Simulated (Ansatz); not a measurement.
## SiO₂: experiment and calculation

**Measured values to compare with.**

From a printed reference work, monograph, for a bulk crystal of SiO2: lattice constant a 4.97 Å.

The runs below are set against these values where they give the same quantity.

The calculation used DFT PBE, scalar-relativistic, plane waves, PAW (Ansatz 0.2.0).

Plane waves to 420 eV, a k mesh through Γ of 6×6×4 on the computed 12-atom cell and Gaussian smearing (0.02 eV); no spin polarisation.

Relaxed structure, symmetry kept:

```cif
data_structure
_symmetry_space_group_name_H-M 'P4_12_12'
_symmetry_Int_Tables_number 92
_cell_length_a 5.0837
_cell_length_b 5.0837
_cell_length_c 7.1009
_cell_angle_alpha 90.000
_cell_angle_beta 90.000
_cell_angle_gamma 90.000
_cell_volume 183.52
loop_
_atom_site_label
_atom_site_type_symbol
_atom_site_symmetry_multiplicity
_atom_site_Wyckoff_symbol
_atom_site_fract_x
_atom_site_fract_y
_atom_site_fract_z
_atom_site_occupancy
Si1 Si 4 a 0.29386 0.29386 0.00000 1
O1 O 8 b 0.24118 0.09345 0.17423 1
```

| Quantity | Value |
| --- | --- |
| Space group | P4_12_12 (No. 92) |
| Volume per atom | 15.29 Å³ |
| Formation energy from the elements' standard states (uncorrected) | -2.783 eV/atom |
| Kohn–Sham band gap | 5.51 eV, direct at Γ |
| Löwdin character of the top 1 eV of the valence band | O 2p 97 % |
| Löwdin character of the lowest 1 eV of the conduction band | Si 3s 41 %, O 2s 20 %, Si 3p 16 %, unprojected 18 % |
| Electron masses at the edge by Cartesian direction of the standard setting (m_e; degenerate bands sorted by energy; no spin-orbit coupling) | x: 0.54; y: 0.54; z: 0.54 |
| Hole masses at the edge by Cartesian direction of the standard setting (m_e; degenerate bands sorted by energy; no spin-orbit coupling) | x: 1.9; y: 1.9; z: 1.7 |
| Bulk modulus | 15.8 GPa |
| Its pressure derivative | 2.1 |

Against the measured lattice constant a of SiO2, 4.97 Å (a printed reference work, monograph), the calculated 5.084 Å is off by +2.3 %. The measured value has few digits, which limits the comparison. The calculation is for 0 K without zero-point motion.

This form isn't the usual stable structure of the compound, though it has been observed.